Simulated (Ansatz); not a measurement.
Input of an Ansatz 0.2.0 run:

The input input:

```
crystal:
  lattice:
    - [0.0, 2.25676728, 2.25676728]
    - [2.25676728, 0.0, 2.25676728]
    - [2.25676728, 2.25676728, 0.0]
  atoms:
    - { symbol: Al, position: [0.75, 0.75, 0.75] }
    - { symbol: Cu, position: [0.0, 0.0, 0.0] }
hamiltonian:
  xc: hse06
  pseudopotentials: { kind: paw }
kpoints:
  mp_grid: { grid: [5, 5, 5] }
  band_path:
    path:
      - [[0.0, 0.0, 0.0], [0.5, 0.0, 0.5], [0.5, 0.25, 0.75], [0.375, 0.375, 0.75], [0.0, 0.0, 0.0], [0.5, 0.5, 0.5], [0.625, 0.25, 0.625], [0.5, 0.25, 0.75], [0.5, 0.5, 0.5], [0.375, 0.375, 0.75]]
      - [[0.625, 0.25, 0.625], [0.5, 0.0, 0.5]]
    npoints: 4
scf:
  occupations: { method: fermi_dirac, width: 0.05 }
  n_extra_bands: 6
output:
  forces: true
  stress: true
  eigenvalues: true
  fatbands: false
```

(1) Predict the band gap on the k mesh.

(2) Estimate the pressure.

Answers

(1) none (metal or under the smearing width).

(2) 111.0 GPa.

Caveat: the k mesh is coarse (spacing up to 0.48 Å⁻¹), so the values aren't converged, least of all with exact exchange; a pressure of tens of GPa on the cell as given is suspect, and the run, the potentials or the cell itself is likely at fault; the PAW data sets come from PBE, with cores solved anew for the run's functional, which leaves a small shift of forces and pressure; the thresholds are loose for stress.
